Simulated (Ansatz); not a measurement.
# WS2: the cost of one run

Method: DFT PBEsol, scalar-relativistic, plane waves, PAW, in Ansatz 0.2.0.

The COD entry's cell or inner coordinates are ideal or old and differ from later refinements, so a difference from it is no clean test against experiment.

2 further runs of the same task are left out: 1 that didn't finish, 1 set aside as unsound or not needed.

## (1) The starting structure

Symmetry: P6_3/mmc, No. 194, hexagonal system. The conventional cell has a = 3.146 Å, b = 3.146 Å, c = 12.692 Å, α = 90.00°, β = 90.00°, γ = 120.00°. W (site symmetry -6m2) is surrounded by 6 S at 2.40 Å. S (site symmetry 3m) has 3 W at 2.40 Å as nearest neighbours.

Coordinates:

```cif
data_structure
_symmetry_space_group_name_H-M 'P 1'
_symmetry_Int_Tables_number 1
_cell_length_a 3.1461
_cell_length_b 3.1461
_cell_length_c 12.6917
_cell_angle_alpha 90.000
_cell_angle_beta 90.000
_cell_angle_gamma 120.000
_cell_volume 108.79
loop_
_atom_site_label
_atom_site_type_symbol
_atom_site_fract_x
_atom_site_fract_y
_atom_site_fract_z
_atom_site_occupancy
W1 W 0.33333 0.66667 0.25000 1
W2 W 0.66667 0.33333 0.75000 1
S1 S 0.33333 0.66667 0.62649 1
S2 S 0.66667 0.33333 0.12649 1
S3 S 0.33333 0.66667 0.87351 1
S4 S 0.66667 0.33333 0.37351 1
```

It is the result of an earlier relaxation at this level (volume 18.13 Å³/atom; gap on the mesh: 1.10 eV).

## (2) The reference cell

Reference values: F = -24058.1599 eV; pressure 0.00 GPa; largest force 0.000 eV/Å; gap on the mesh 1.10 eV. It was computed beforehand with the settings of the runs below.

## (3) The scan: freezing in a mode

Mode 9 of the phonon run on this cell, counted from the lowest, is frozen in: each atom moves by x times its row below, so x is the largest displacement.

```
atom      ux     uy     uz
  W1   0.000  0.000  0.000
  W2   0.000  0.000  0.000
  S3   1.000  0.000  0.000
  S4   1.000  0.000  0.000
  S5  -1.000  0.000  0.000
  S6  -1.000  0.000  0.000
```

## (4) At x = -0.120 Å

File input.yaml:

```yaml
crystal:
  lattice:
    - [3.1461313781, 0.0, 0.0]
    - [-1.5730656891, 2.7246296971, 0.0]
    - [0.0, 0.0, 12.6917314098]
  atoms:
    - { symbol: W, position: [0.3333333333, 0.6666666667, 0.25] }
    - { symbol: W, position: [0.6666666667, 0.3333333333, 0.75] }
    - { symbol: S, position: [0.2951912517, 0.6666666667, 0.626489117] }
    - { symbol: S, position: [0.628524585, 0.3333333333, 0.126489117] }
    - { symbol: S, position: [0.371475415, 0.6666666667, 0.873510883] }
    - { symbol: S, position: [0.7048087483, 0.3333333333, 0.373510883] }
basis:
  ecutwfc: 420
kpoints:
  mp_grid: { grid: [12, 12, 2] }
hamiltonian:
  xc: pbesol
scf:
  occupations: { method: gaussian, width: 0.05 }
output:
  forces: true
  stress: true
  eigenvalues: true
```

Launch:

```console
ansatz run input.yaml --threads 2 --pin off --max-ram 5120MiB --backend cpu --events-out ev --progress --plain --runs-dir out
```

Q: Estimate wall time and peak memory on 2 threads of Intel Xeon Platinum 8488C (Sapphire Rapids), shared host.

About 5.3 s, with a peak of 0.58 GiB.
